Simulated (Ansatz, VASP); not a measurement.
# Sb: VASP beside Ansatz

The input INCAR:

```
SYSTEM = Sb
PREC = Accurate ; ENCUT = 520
EDIFF = 1E-7 ; ISMEAR = -1
SIGMA = 0.05 ; LREAL = .False.
LASPH = .True. ; NELM = 100
ALGO = Normal ; ISIF = 2
LWAVE = .False. ; LCHARG = .False.
GGA = PS ; NBANDS = 12
```

KPOINTS

```
regular mesh
0
Gamma
  9 9 5
  0 0 0
```

POSCAR

```
Sb
1.0
    3.3545324186      0.0000000000      0.0000000000
   -1.6772662093      2.9051102923      0.0000000000
    0.0000000000      0.0000000000      5.4701606500
Sb
2
Direct
    0.6666666667      0.3333333333      0.7500000000
    0.3333333333      0.6666666667      0.2500000000
```

File input.yaml:

```yaml
crystal:
  lattice:
    - [3.3545324186, 0.0, 0.0]
    - [-1.6772662093, 2.9051102923, 0.0]
    - [0.0, 0.0, 5.47016065]
  atoms:
    - { symbol: Sb, position: [0.6666666667, 0.3333333333, 0.75] }
    - { symbol: Sb, position: [0.3333333333, 0.6666666667, 0.25] }
hamiltonian:
  xc: pbesol
  pseudopotentials: { kind: paw }
kpoints:
  mp_grid: { grid: [9, 9, 5] }
scf:
  occupations: { method: fermi_dirac, width: 0.05 }
output:
  forces: true
  stress: true
  eigenvalues: true
```

This isn't the form of Sb at room conditions, which is rhombohedral.

Alike in both runs: task single point; functional PBEsol; k mesh 9 × 9 × 5; occupations fermi-dirac, width 0.05 eV; no spin polarisation.

|  | VASP | Ansatz |
| --- | --- | --- |
| version | VASP 6.6.1 | Ansatz 0.2.0 |
| potentials or method | VASP PAW PBE potentials, release 64 (Sb) | Ansatz PAW |
| plane-wave cutoff (eV) | 520 | 420 |
| valence electrons in the cell | 10 | 30 |

Ansatz gave:

| Quantity | Value |
| --- | --- |
| gap on the k mesh at the Fermi level (eV) | none |
| pressure (GPa) | -1.6 |
| largest component of the traceless stress (GPa) | 0.22 |

Problem. What did VASP give for the same quantities?

Solution. gap on the k mesh at the Fermi level (eV): none; pressure (GPa): -1.6; largest component of the traceless stress (GPa): 0.21.

A gap of «none» marks a metal or a gap that the smearing closes. The two sets of potentials don't hold the same shells in valence.

Caveats: the PAW data sets were made with another functional, which shifts forces and pressure a little (VASP); the PAW data sets come from PBE, with cores solved anew for the run's functional, which leaves a small shift of forces and pressure (Ansatz). Spin-orbit coupling is left out, which matters for the levels of Sb.
